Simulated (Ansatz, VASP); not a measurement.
## Cross-check of MoW (MoW in the B2 ordering) between VASP and Ansatz

Aim: how closely do two programs agree when they are given the same cell, functional and k mesh? The cell is generated by rule, not measured, and may not be a known phase. The cell is taken from a series of runs on this material, whose earlier steps may have relaxed, scaled, displaced or heated it; both programs get it as it stands.

Calculated with Ansatz 0.2.0; plane waves, with VASP 6.6.1 beside it; zone-centre phonons at PBE.

The structure was built from a prototype and need not be the compound's stable phase.

## (1) Set-up

It takes space group Pm-3m (No. 221, cubic). Conventional cell: a = 3.172 Å, b = 3.172 Å, c = 3.172 Å, α = 90.00°, β = 90.00°, γ = 90.00°. Mo has 8 W at 2.75 Å nearest. W has 8 Mo at 2.75 Å nearest. Farther neighbours are not listed.

## (2) VASP: zone-centre phonons, PBE

Second derivatives magnify differences that forces hide, and they need a tight electronic threshold.

Lines of VASP's logs that name or quote its potential files are left out, and so is its time.

Contents of INCAR:

```
SYSTEM = MoW
PREC = Accurate
ENCUT = 600
EDIFF = 1E-08
NELM = 120
ISMEAR = 1
SIGMA = 0.2
LREAL = .FALSE.
ALGO = Normal
GGA = PE
NBANDS = 16
LASPH = .TRUE.
LORBIT = 11
LWAVE = .FALSE.
LCHARG = .FALSE.
ISIF = 2
IBRION = 8
GGA_COMPAT = .FALSE.
KPAR = 2
```

Contents of POSCAR:

```
MoW
1.0
    3.1723782136      0.0000000000      0.0000000000
    0.0000000000      3.1723782136      0.0000000000
    0.0000000000      0.0000000000      3.1723782136
Mo W
1 1
Direct
    0.0000000000      0.0000000000      0.0000000000
    0.5000000000      0.5000000000      0.5000000000
```

Contents of KPOINTS:

```
Automatic mesh
0
Gamma
6 6 6
0 0 0
```

The projector-augmented-wave data sets are Mo_sv and W (PBE family, release 64).

Started as:

```console
mpirun -np 2 vasp_std
```

Numbers of over 12 decimals in the logs are rounded to 6 here.

What it wrote:

```text
[banner, memory and clock lines left out]
running    2 mpi-ranks, on    1 nodes
 distrk:  each k-point on    1 cores,    2 groups
 distr:  one band on    1 cores,    1 groups

 POSCAR found type information on POSCAR MoW
 POSCAR found :  2 types and       2 ions
 LDA part: xc-table for (Slater+PW92), standard interpolation
 POSCAR, INCAR and KPOINTS ok, starting setup
 FFT: planning ... GRIDC
 FFT: planning ... GRID_SOFT
 FFT: planning ... GRID
 WAVECAR not read
 entering main loop
       N       E                     dE             d eps       ncg     rms          rms(c)
DAV:   1     0.144216641962E+03    0.14422E+03   -0.11878E+04   640   0.137E+03
DAV:   2    -0.218757057539E+02   -0.16609E+03   -0.16245E+03   784   0.377E+02
DAV:   3    -0.253234983634E+02   -0.34478E+01   -0.34113E+01   768   0.500E+01
DAV:   4    -0.253487988602E+02   -0.25300E-01   -0.25299E-01   688   0.450E+00
DAV:   5    -0.253489905458E+02   -0.19169E-03   -0.19169E-03   760   0.373E-01    0.243E+01
DAV:   6    -0.242908506532E+02    0.10581E+01   -0.15128E+00   688   0.105E+01    0.102E+01
DAV:   7    -0.240460434493E+02    0.24481E+00   -0.10722E+00   752   0.623E+00    0.158E+00
DAV:   8    -0.240045288341E+02    0.41515E-01   -0.34505E-01   792   0.288E+00    0.154E+00
DAV:   9    -0.239950123049E+02    0.95165E-02   -0.35037E-02   736   0.141E+00    0.308E-01
DAV:  10    -0.239947829934E+02    0.22931E-03   -0.10838E-03   696   0.292E-01    0.536E-02
DAV:  11    -0.239947992979E+02   -0.16304E-04   -0.11382E-04   712   0.794E-02    0.419E-02
DAV:  12    -0.239947991454E+02    0.15248E-06   -0.94039E-06   688   0.216E-02    0.424E-03
DAV:  13    -0.239947990136E+02    0.13179E-06   -0.62770E-07   672   0.683E-03    0.484E-03
DAV:  14    -0.239947989201E+02    0.93571E-07   -0.14019E-07   696   0.329E-03    0.687E-04
DAV:  15    -0.239947989096E+02    0.10425E-07   -0.44468E-09   328   0.616E-04    0.155E-04
DAV:  16    -0.239947989173E+02   -0.76952E-08   -0.35025E-10   320   0.196E-04
   1 F= -.23994799E+02 E0= -.23996084E+02  d E =0.385600E-02
 Linear response reoptimize wavefunctions to high precision
DAV:   1    -0.239947989208E+02   -0.34302E-08   -0.43124E-11   344   0.730E-05
DAV:   2    -0.239947989208E+02    0.54570E-11   -0.72007E-12   320   0.239E-05
 Linear response DOF=           2
 Linear response progress:
  Degree of freedom:   1/  2
       N       E                     dE             d eps       ncg     rms          rms(c)
RMM:   1    -0.790492371583E+00   -0.79049E+00    0.39287E+00  1476   0.220E+01
RMM:   2    -0.590600395004E+00    0.19989E+00   -0.28237E-01  1911   0.373E+00    0.174E-01
RMM:   3    -0.589443029871E+00    0.11574E-02   -0.46214E-03  2206   0.508E-01    0.971E-02
RMM:   4    -0.588272611830E+00    0.11704E-02   -0.42963E-04  2424   0.171E-01    0.350E-02
RMM:   5    -0.588103568173E+00    0.16904E-03   -0.56868E-05  2439   0.520E-02    0.176E-02
RMM:   6    -0.588098727302E+00    0.48409E-05   -0.11391E-05  2244   0.190E-02    0.720E-03
RMM:   7    -0.588138120331E+00   -0.39393E-04    0.27325E-06  2204   0.108E-02    0.114E-03
RMM:   8    -0.588144698844E+00   -0.65785E-05    0.42674E-06  2495   0.444E-03    0.379E-04
RMM:   9    -0.588144711977E+00   -0.13133E-07    0.35473E-07  2459   0.131E-03    0.143E-04
RMM:  10    -0.588147186311E+00   -0.24743E-05    0.73437E-07  2381   0.684E-04    0.340E-05
RMM:  11    -0.588147949961E+00   -0.76365E-06    0.38296E-07  2578   0.347E-04    0.127E-05
RMM:  12    -0.588148035459E+00   -0.85498E-07    0.29464E-07  2686   0.166E-04    0.720E-06
RMM:  13    -0.588148233321E+00   -0.19786E-06   -0.48501E-08  2370   0.957E-05    0.483E-06
RMM:  14    -0.588148436169E+00   -0.20285E-06    0.89193E-08  2497   0.569E-05    0.313E-06
RMM:  15    -0.588148354735E+00    0.81434E-07    0.61360E-08  2184   0.310E-05    0.555E-07
RMM:  16    -0.588148349032E+00    0.57032E-08    0.57560E-08  1840   0.156E-05    0.910E-07
 first order change of Fermi-energy   0.83851E-03
 force on displaced ion       1 direction 1 :  -7.870  -0.000   0.000
 Linear response progress:
  Degree of freedom:   2/  2
       N       E                     dE             d eps       ncg     rms          rms(c)
RMM:   1    -0.113687172234E+00   -0.11369E+00   -0.77377E-02  2401   0.174E+00
RMM:   2    -0.113811107298E+00   -0.12394E-03   -0.31319E-03  1863   0.318E-01    0.154E-01
RMM:   3    -0.113324930371E+00    0.48618E-03   -0.20827E-04  1806   0.910E-02    0.908E-02
RMM:   4    -0.113348639061E+00   -0.23709E-04   -0.36504E-04  1903   0.120E-01    0.147E-02
RMM:   5    -0.113360252419E+00   -0.11613E-04   -0.42500E-06  1920   0.165E-02    0.104E-02
RMM:   6    -0.113375746227E+00   -0.15494E-04   -0.11693E-06  1855   0.866E-03    0.377E-03
RMM:   7    -0.113384496098E+00   -0.87499E-05   -0.13480E-07  2048   0.325E-03    0.109E-03
RMM:   8    -0.113381383719E+00    0.31124E-05   -0.25283E-08  1899   0.106E-03    0.140E-04
RMM:   9    -0.113381309416E+00    0.74303E-07   -0.39044E-08  1981   0.270E-04    0.556E-05
RMM:  10    -0.113380932640E+00    0.37678E-06   -0.43278E-08  1898   0.957E-05    0.164E-05
RMM:  11    -0.113380964340E+00   -0.31700E-07   -0.15303E-08  1873   0.268E-05    0.265E-06
RMM:  12    -0.113380953602E+00    0.10739E-07    0.21206E-08  1951   0.654E-06    0.760E-07
RMM:  13    -0.113380954067E+00   -0.46494E-09    0.10737E-09  1216   0.149E-06    0.300E-07
 first order change of Fermi-energy  -0.51268E-03
 force on displaced ion       2 direction 1 :  -7.871   0.000  -0.000
 Linear response finished
```

OUTCAR, selected parts (step 2):

```text
ion  position               nearest neighbor table
   1  0.000  0.000  0.000-   2 2.75   2 2.75   2 2.75   2 2.75   2 2.75   2 2.75   2 2.75   2 2.75

  LATTYP: Found a simple cubic cell.
 ALAT       =     3.1723782136

 Subroutine GETGRP returns: Found 48 space group operations
 (whereof 48 operations were pure point group operations)

The static configuration has the point symmetry O_h .

 Found     20 irreducible k-points:

   k-points           NKPTS =     20   k-points in BZ     NKDIM =     20   number of bands    NBANDS=     16

   dimension x,y,z NGX =    28 NGY =   28 NGZ =   28
   dimension x,y,z NGXF=    56 NGYF=   56 NGZF=   56

   ENCUT  =  600.0 eV  44.10 Ry    6.64 a.u.   6.34  6.34  6.34*2*pi/ulx,y,z

   NELECT =      20.0000    total number of electrons

 k-points in reciprocal lattice and weights: Automatic mesh
   0.00000000  0.00000000  0.00000000       0.005
   0.16666667  0.00000000  0.00000000       0.028
   0.33333333  0.00000000  0.00000000       0.028
   0.50000000  0.00000000  0.00000000       0.014
   0.16666667  0.16666667  0.00000000       0.056
   0.33333333  0.16666667  0.00000000       0.111
   0.50000000  0.16666667  0.00000000       0.056
   0.33333333  0.33333333  0.00000000       0.056
   0.50000000  0.33333333  0.00000000       0.056
[...]
0.50000000  0.50000000  0.33333333       0.028
   0.50000000  0.50000000  0.50000000       0.005

 average (electrostatic) potential at core
       1 -71.7325       2 -35.8618

  Total       -0.3170772     -0.3170772     -0.3170772      0.0000000     -0.0000000      0.0000000
  in kB      -15.9118508    -15.9118508    -15.9118508      0.0000000     -0.0000000      0.0000000
  external PRESSURE =     -15.9118508 kB  Pullay stress =       0.0000000 kB

  energy-cutoff  :      600.00
  volume of cell :       31.93
      direct lattice vectors                 reciprocal lattice vectors
     3.172378214  0.000000000  0.000000000     0.315220927  0.000000000  0.000000000
     0.000000000  3.172378214  0.000000000     0.000000000  0.315220927  0.000000000
     0.000000000  0.000000000  3.172378214     0.000000000  0.000000000  0.315220927

 POSITION                                       TOTAL-FORCE (eV/Angst)
 -----------------------------------------------------------------------------------
      0.00000      0.00000      0.00000         0.000000      0.000000      0.000000
      1.58619      1.58619      1.58619         0.000000      0.000000      0.000000
 -----------------------------------------------------------------------------------
    total drift:                               -0.000000     -0.000000     -0.000000

 Eigenvectors and eigenvalues of the dynamical matrix
 ----------------------------------------------------

   1 f  =    5.523865 THz    34.707467 2PiTHz  184.256303 cm-1    22.844860 meV
             X         Y         Z           dx          dy          dz
      0.000000  0.000000  0.000000    -0.810597    0.000000   -0.000000
      1.586189  1.586189  1.586189     0.585605   -0.000000    0.000000

   2 f  =    5.523865 THz    34.707467 2PiTHz  184.256303 cm-1    22.844860 meV
             X         Y         Z           dx          dy          dz
      0.000000  0.000000  0.000000     0.000000    0.810597   -0.000000
      1.586189  1.586189  1.586189    -0.000000   -0.585605    0.000000

   3 f  =    5.523865 THz    34.707467 2PiTHz  184.256303 cm-1    22.844860 meV
             X         Y         Z           dx          dy          dz
      0.000000  0.000000  0.000000    -0.000000    0.000000    0.810597
      1.586189  1.586189  1.586189    -0.000000    0.000000   -0.585605

   4 f/i=    0.000191 THz     0.001198 2PiTHz    0.006362 cm-1     0.000789 meV
             X         Y         Z           dx          dy          dz
      0.000000  0.000000  0.000000    -0.000000    0.374846    0.449915
      1.586189  1.586189  1.586189     0.000000    0.518864    0.622774

   5 f/i=    0.000191 THz     0.001198 2PiTHz    0.006362 cm-1     0.000789 meV
             X         Y         Z           dx          dy          dz
      0.000000  0.000000  0.000000     0.585605   -0.000000    0.000000
      1.586189  1.586189  1.586189     0.810597    0.000000    0.000000

   6 f/i=    0.000191 THz     0.001198 2PiTHz    0.006362 cm-1     0.000789 meV
             X         Y         Z           dx          dy          dz
      0.000000  0.000000  0.000000     0.000000   -0.449915    0.374846
      1.586189  1.586189  1.586189    -0.000000   -0.622774    0.518864

 ELASTIC MODULI CONTR FROM IONIC RELAXATION (kBar)
 Direction    XX          YY          ZZ          XY          YZ          ZX
 --------------------------------------------------------------------------------
 XX           0.0000      0.0000      0.0000      0.0000      0.0000      0.0000
 YY           0.0000      0.0000      0.0000      0.0000      0.0000      0.0000
 ZZ           0.0000      0.0000      0.0000      0.0000      0.0000      0.0000
 XY           0.0000      0.0000      0.0000      0.0000      0.0000      0.0000
 YZ           0.0000      0.0000      0.0000      0.0000      0.0000      0.0000
 ZX           0.0000      0.0000      0.0000      0.0000      0.0000      0.0000
 --------------------------------------------------------------------------------
```

(Part 1 of 2 ends here.)

[Lines on the potential files, build, host, timing and source positions are cut from VASP's logs without a mark.]

[Logs are printed without paths, hosts, clocks, repeated set-up lines and the standing remarks that a program may print on its own settings, such as how far it seeks lower states.]

[Hosts, paths, dates, database ids (printed as entryN), source tags and the programs' standing remarks are cut or masked in the printed files.]
